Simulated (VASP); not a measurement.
# MoS2 (P6_3/mmc) in VASP: further runs

The runs below take MoS2 through band structure, with PBE, LDA.

All numbers are computed with VASP 6.6.1; they aren't measurements. Logs are shortened: lines on timing, memory, paths and dates and some standing lists are left out, and cuts for length are marked.

**What was measured.**

From “Multiwavelength excitation Raman Scattering Analysis of bulk and 2 dimensional MoS2: Vibrational properties of atomically thin MoS2 layers”, 2015, arxiv:1506.03228, for a bulk crystal of MoS2 at 300 K: band gap 1.3 eV (indirect).

The results are compared with them further down.

## 1. The crystal as given

Symmetry: P6_3/mmc, No. 194, hexagonal system. The conventional cell has a = 3.149 Å, b = 3.149 Å, c = 12.089 Å, α = 90.00°, β = 90.00°, γ = 120.00°. Around Mo (site symmetry -6m2) lie 6 S at 2.40 Å. S (site symmetry 3m) has 3 Mo at 2.40 Å as nearest neighbours.

## 2. Band structure, PBE

INCAR reads:

```
ALGO = Fast ; EDIFF = 1E-6
ENCUT = 520 ; GGA = PE
ISIF = 2 ; ISMEAR = 0
KPAR = 2 ; LASPH = True
LCHARG = False ; LMAXMIX = 4
LREAL = False ; LWAVE = False
NBANDS = 35 ; NELM = 80
PREC = Accurate ; SIGMA = 0.03
```

KPOINTS reads:

```
k-points
0
Gamma
  12 12 3
```

POSCAR reads:

```
MoS2                                    
1.0
    3.1487811847      0.0000000000      0.0000000000
   -1.5743905923      2.7269244969      0.0000000000
    0.0000000000      0.0000000000     12.0885171618
  Mo              S             
     2     4
Direct
     0.3333333332999970    0.6666666667000030    0.2500000000000000
     0.6666666667000030    0.3333333332999970    0.7500000000000000
     0.3333333332999970    0.6666666667000030    0.6205253139512692
     0.6666666667000030    0.3333333332999970    0.1205253139512692
     0.3333333332999970    0.6666666667000030    0.8794746860487308
     0.6666666667000030    0.3333333332999970    0.3794746860487308
```

KPOINTS_OPT reads:

```
explicit points
213
Reciprocal
 0.0000000000  0.0000000000  0.0000000000 1
 0.0357142857  0.0000000000  0.0000000000 1
 0.0714285714  0.0000000000  0.0000000000 1
 0.1071428571  0.0000000000  0.0000000000 1
 0.1428571429  0.0000000000  0.0000000000 1
 0.1785714286  0.0000000000  0.0000000000 1
[... 205 lines left out ...]
 0.5000000000  0.0000000000  0.0686498900 1
 0.5000000000  0.0000000000 -0.0686498900 1
```

Potentials or basis: VASP PAW PBE potentials, release 64 (Mo_sv, S).

Launch:

```sh
$ cat potpaw_PBE.64/Mo_sv/POTCAR potpaw_PBE.64/S/POTCAR > POTCAR
$ mpirun -np 2 vasp_std > vasp.out
```

OUTCAR:

```text
EDIFF = 1E-6
   ENCUT = 520
   GGA = PE
   ISIF = 2
   ISMEAR = 0
   LASPH = True
   LREAL = False
   NELM = 80
   PREC = Accurate

 ion  position               nearest neighbor table
   1  0.333  0.667  0.250-   4 2.40   6 2.40   4 2.40   6 2.40   4 2.40   6 2.40
   2  0.667  0.333  0.750-   3 2.40   5 2.40   3 2.40   5 2.40   3 2.40   5 2.40
   3  0.333  0.667  0.621-   2 2.40   2 2.40   2 2.40
   4  0.667  0.333  0.121-   1 2.40   1 2.40   1 2.40
   5  0.333  0.667  0.879-   2 2.40   2 2.40   2 2.40
   6  0.667  0.333  0.379-   1 2.40   1 2.40   1 2.40

  LATTYP: Found a hexagonal cell.
 ALAT       =     3.1487811847
 C/A-ratio  =     3.8391099453

  Lattice vectors:

 A1 = (   3.1487811847,   0.0000000000,   0.0000000000)
 A2 = (  -1.5743905923,   2.7269244969,   0.0000000000)
 A3 = (   0.0000000000,   0.0000000000,  12.0885171618)

Analysis of symmetry for initial positions (statically):
=====================================================================
 Subroutine PRICEL returns:
 Original cell was already a primitive cell.

 Routine SETGRP: Setting up the symmetry group for a
 hexagonal supercell.

 Subroutine GETGRP returns: Found 24 space group operations
 (whereof 12 operations were pure point group operations)
 out of a pool of 24 trial point group operations.

The static configuration has the point symmetry D_3d.
 The point group associated with its full space group is D_6h.

Analysis of symmetry for dynamics (positions and initial velocities):
=====================================================================
 Subroutine PRICEL returns:
 Original cell was already a primitive cell.

 Routine SETGRP: Setting up the symmetry group for a
 hexagonal supercell.

 Subroutine GETGRP returns: Found 24 space group operations
 (whereof 12 operations were pure point group operations)
 out of a pool of 24 trial point group operations.

The dynamic configuration has the point symmetry D_3d.
 The point group associated with its full space group is D_6h.

 Subroutine INISYM returns: Found 24 space group operations
 (whereof 12 operations are pure point group operations),
 and found     1 'primitive' translations

[... 101 lines left out ...]
   NELM   =     80;   NELMIN=  2; NELMDL= -5     # of ELM steps
   EDIFF  = 0.1E-05   stopping-criterion for ELM
   LREAL  =      F    real-space projection
   EDIFFG = 0.1E-04   stopping-criterion for IOM
   NSW    =      0    number of steps for IOM
   IBRION =     -1    ionic relax: 0-MD 1-quasi-New 2-CG
   NFREE  =      0    steps in history (QN), initial steepest desc. (CG)
   ISIF   =      2    stress and relaxation
   ISYM   =      2    0-nonsym 1-usesym 2-fastsym
   POTIM  = 0.5000    time-step for ionic-motion
   TEBEG  =    0.0;   TEEND  =   0.0 temperature during run
   PSTRESS=    0.0 pullay stress
   NELECT =      52.0000    total number of electrons
   NUPDOWN=      -1.0000    fix difference up-down
   EMIN   =  10.00;   EMAX   =-10.00  energy-range for DOS
   EFERMI =   0.00;   METHOD = LEGACY
   ISMEAR =     0;   SIGMA  =   0.03  broadening in eV -4-tet -1-fermi 0-gaus
   EFERMI_NEDOS =   21; number of points for ismear=-14 and -15
   IALGO  =     68    algorithm
   IMIX   =      4    mixing-type and parameters
     AMIX     =   0.40;   BMIX     =  1.00
     AMIX_MAG =   1.60;   BMIX_MAG =  1.00
  volume/ion in A,a.u.               =      17.30       116.74
  Fermi-wavevector in a.u.,A,eV,Ry     =   1.300209  2.457038 23.001230  1.690543
  Thomas-Fermi vector in A             =   2.431422
   LORBIT       =      0    0 simple, 1 ext, 2 COOP (PROOUT), +10 PAW based schemes
   GGA     = PE    functional components
   LHFCALC =     F    Hartree Fock is set to
   AEXX    =    0.0000 exact exchange contribution
   IVDW    =     0    specifies the selected vdW correction
   LEPSILON=     F    determine dielectric tensor
   LRPA    =     F    only Hartree local field effects (RPA)
 non-spin polarized calculation
 RMM-DIIS sequential band-by-band and
 Gauss-broadening in eV      SIGMA  =   0.03
  energy-cutoff  :      520.00
  volume of cell :      103.80
 maximum number of plane-waves:      2820
 NGX is ok and might be reduce to    24
   NGX = 11   NGY = 11   NGZ = 45

 number of electron      52.0000003 magnetization

 Free energy of the ion-electron system (eV)
  ---------------------------------------------------
  ext. energy  EPLUGINS =         0.00000000
  ---------------------------------------------------
  free energy    TOTEN  =       -43.54406344 eV

  energy without entropy =      -43.54406344  energy(sigma->0) =      -43.54406344

 E-fermi :   8.1025     XC(G=0): -11.0164

 val. band max:        7.9543621554   @ k =   0.0000   0.0000   0.0000
 cond. band min:       8.7546223523   @ k =   0.1667   0.1667   0.0000
 fundamental gap:      0.8002601969
 Fermi energy:         8.1025314279

 k-point     1 :       0.0000    0.0000    0.0000
  band No.  band energies     occupation
      1     -53.5849      2.00000
      2     -53.5849      2.00000
      3     -27.7493      2.00000
      4     -27.7491      2.00000
      5     -27.5073      2.00000
      6     -27.5073      2.00000
[... 901 lines left out ...]
     34      11.5043      0.00000
     35      14.5501      0.00000

 [... further k-points ...]

------------------------ aborting loop because EDIFF is reached ----------------------------------------

  FORCE on cell =-STRESS in cart. coord.  units (eV):
  Direction    XX          YY          ZZ          XY          YZ          ZX
  --------------------------------------------------------------------------------------
  -------------------------------------------------------------------------------------
  Total        2.6853242      2.6853242      2.7027265      0.0000000     -0.0000000      0.0000000
  in kB       41.4494419     41.4494419     41.7180558      0.0000000     -0.0000000      0.0000000
  external PRESSURE =      41.5389799 kB  Pullay stress =       0.0000000 kB

 VOLUME and BASIS-vectors are now :
 -----------------------------------------------------------------------------
  energy-cutoff  :      520.00
  volume of cell :      103.80
      direct lattice vectors                 reciprocal lattice vectors
     3.148781185  0.000000000  0.000000000     0.317583198  0.183356745  0.000000000
    -1.574390592  2.726924497  0.000000000     0.000000000  0.366713490  0.000000000
     0.000000000  0.000000000 12.088517162     0.000000000  0.000000000  0.082723132

 POSITION                                       TOTAL-FORCE (eV/Angst)
 -----------------------------------------------------------------------------------
     -0.00000      1.81795      3.02213         0.000000     -0.000000     -0.000000
      1.57439      0.90897      9.06639        -0.000000      0.000000     -0.000000
     -0.00000      1.81795      7.50123        -0.000000      0.000000      0.001373
      1.57439      0.90897      1.45697        -0.000000      0.000000      0.001373
     -0.00000      1.81795     10.63154         0.000000     -0.000000     -0.001373
      1.57439      0.90897      4.58729        -0.000000     -0.000000     -0.001373
 -----------------------------------------------------------------------------------
    total drift:                               -0.000000      0.000000     -0.000000

  FREE ENERGIE OF THE ION-ELECTRON SYSTEM (eV)
  ---------------------------------------------------
  free  energy   TOTEN  =       -43.5440634443 eV

  energy  without entropy=      -43.5440634443  energy(sigma->0) =      -43.54406344
```

Wall time 3.5 min (2 MPI ranks of Intel Xeon Platinum 8488C (Sapphire Rapids), shared host); peak memory 0.34 GiB.

What came out:

| Item | Value |
| --- | --- |
| Free energy | -43.5441 eV |
| Pressure | 4.2 GPa |
| Band gap on the k mesh | 0.80 eV, indirect (least direct gap 1.71 eV) |
| Band gap along the path | 0.80 eV, indirect (least direct gap 1.71 eV) |

Levels at the corners of the path, in eV from the valence-band top:
```
point  band 23  band 24  band 25  band 26  band 27  band 28  band 29  band 30
    Γ    -2.15    -1.27    -1.11     0.00     2.09     2.09     2.13     2.13
    M    -1.78    -1.52    -1.49    -1.33     1.62     1.68     2.00     2.31
    M    -1.78    -1.52    -1.49    -1.33     1.62     1.68     2.00     2.31
    K    -2.74    -2.74    -0.83    -0.63     1.07     1.07     1.69     2.84
    K    -2.74    -2.74    -0.83    -0.63     1.07     1.07     1.69     2.84
    Γ    -2.15    -1.27    -1.11     0.00     2.09     2.09     2.13     2.13
    Γ    -2.15    -1.27    -1.11     0.00     2.09     2.09     2.13     2.13
    A    -2.18    -2.18    -0.27    -0.27     2.10     2.10     2.10     2.10
    A    -2.18    -2.18    -0.27    -0.27     2.10     2.10     2.10     2.10
    L    -1.65    -1.65    -1.40    -1.40     1.64     1.64     2.17     2.17
    L    -1.65    -1.65    -1.40    -1.40     1.64     1.64     2.17     2.17
    H    -2.98    -2.98    -0.75    -0.75     1.08     1.08     2.23     2.23
    H    -2.98    -2.98    -0.75    -0.75     1.08     1.08     2.23     2.23
    A    -2.18    -2.18    -0.27    -0.27     2.10     2.10     2.10     2.10
    L    -1.65    -1.65    -1.40    -1.40     1.64     1.64     2.17     2.17
    M    -1.78    -1.52    -1.49    -1.33     1.62     1.68     2.00     2.31
    K    -2.74    -2.74    -0.83    -0.63     1.07     1.07     1.69     2.84
    H    -2.98    -2.98    -0.75    -0.75     1.08     1.08     2.23     2.23
```

Caveat: this functional lacks dispersion, which binds the layers, so the pressure and a relaxed spacing across them are unreliable.

## 3. Band structure, LDA

INCAR reads:

```
ALGO = Fast ; EDIFF = 1E-6
ENCUT = 520 ; ISIF = 2
ISMEAR = 0 ; KPAR = 2
LASPH = True ; LCHARG = False
LMAXMIX = 4 ; LREAL = False
LWAVE = False ; NBANDS = 35
NELM = 80 ; PREC = Accurate
SIGMA = 0.03
```

KPOINTS is that of step 2.

POSCAR is that of step 2.

KPOINTS_OPT is that of step 2.

Potentials or basis: VASP PAW LDA potentials, release 64 (Mo_sv, S).

Launch:

```sh
$ cat potpaw_LDA.64/Mo_sv/POTCAR potpaw_LDA.64/S/POTCAR > POTCAR
$ mpirun -np 2 vasp_std > vasp.out
```

It took 3.8 min on 2 MPI ranks of Intel Xeon Platinum 8488C (Sapphire Rapids), shared host; peak memory 0.3 GiB.

Results (log left out):

- Free energy: -48.9321 eV
- Pressure: -3.6 GPa
- Largest force: 0.370 eV/Å
- Band gap on the k mesh: 0.72 eV, indirect (least direct gap 1.70 eV)
- Band gap along the path: 0.72 eV, indirect (least direct gap 1.70 eV)

Forces in eV/Å, atoms in the order of the input:
```
Mo   0.000  0.000  0.000
Mo   0.000  0.000  0.000
S    0.000  0.000  0.370
S    0.000  0.000  0.370
S    0.000  0.000 -0.370
S    0.000  0.000 -0.370
```

Levels at the corners of the path, in eV from the valence-band top:
| point | band 23 | band 24 | band 25 | band 26 | band 27 | band 28 | band 29 | band 30 |
| --- | --- | --- | --- | --- | --- | --- | --- | --- |
| Γ | -2.17 | -1.34 | -1.09 | 0.00 | 2.07 | 2.07 | 2.10 | 2.10 |
| M | -1.78 | -1.51 | -1.51 | -1.36 | 1.59 | 1.64 | 1.94 | 2.28 |
| M | -1.78 | -1.51 | -1.51 | -1.36 | 1.59 | 1.64 | 1.94 | 2.28 |
| K | -2.72 | -2.72 | -0.88 | -0.67 | 1.04 | 1.04 | 1.58 | 2.79 |
| K | -2.72 | -2.72 | -0.88 | -0.67 | 1.04 | 1.04 | 1.58 | 2.79 |
| Γ | -2.17 | -1.34 | -1.09 | 0.00 | 2.07 | 2.07 | 2.10 | 2.10 |
| Γ | -2.17 | -1.34 | -1.09 | 0.00 | 2.07 | 2.07 | 2.10 | 2.10 |
| A | -2.20 | -2.20 | -0.27 | -0.27 | 2.07 | 2.07 | 2.07 | 2.07 |
| A | -2.20 | -2.20 | -0.27 | -0.27 | 2.07 | 2.07 | 2.07 | 2.07 |
| L | -1.65 | -1.65 | -1.42 | -1.42 | 1.61 | 1.61 | 2.13 | 2.13 |
| L | -1.65 | -1.65 | -1.42 | -1.42 | 1.61 | 1.61 | 2.13 | 2.13 |
| H | -2.97 | -2.97 | -0.79 | -0.79 | 1.04 | 1.04 | 2.15 | 2.15 |
| H | -2.97 | -2.97 | -0.79 | -0.79 | 1.04 | 1.04 | 2.15 | 2.15 |
| A | -2.20 | -2.20 | -0.27 | -0.27 | 2.07 | 2.07 | 2.07 | 2.07 |
| L | -1.65 | -1.65 | -1.42 | -1.42 | 1.61 | 1.61 | 2.13 | 2.13 |
| M | -1.78 | -1.51 | -1.51 | -1.36 | 1.59 | 1.64 | 1.94 | 2.28 |
| K | -2.72 | -2.72 | -0.88 | -0.67 | 1.04 | 1.04 | 1.58 | 2.79 |
| H | -2.97 | -2.97 | -0.79 | -0.79 | 1.04 | 1.04 | 2.15 | 2.15 |

## 4. Against experiment

Step 2. Against the measured gap of MoS2, 1.3 eV (indirect; 300 K; “Multiwavelength excitation Raman Scattering Analysis of bulk and 2 dimensional MoS2: Vibrational properties of atomically thin MoS2 layers”, 2015, arxiv:1506.03228), the calculated 0.80 eV is off by -0.50 eV. Spin-orbit coupling on Mo is left out. The value is that of PBE, without temperature or zero-point motion. Semilocal functionals fall short of measured gaps as a rule.

Step 3. Against the measured gap of MoS2, 1.3 eV (indirect; 300 K; “Multiwavelength excitation Raman Scattering Analysis of bulk and 2 dimensional MoS2: Vibrational properties of atomically thin MoS2 layers”, 2015, arxiv:1506.03228), the calculated 0.72 eV is off by -0.58 eV. Spin-orbit coupling on Mo is left out. The value is that of LDA, without temperature or zero-point motion. Semilocal functionals fall short of measured gaps as a rule.
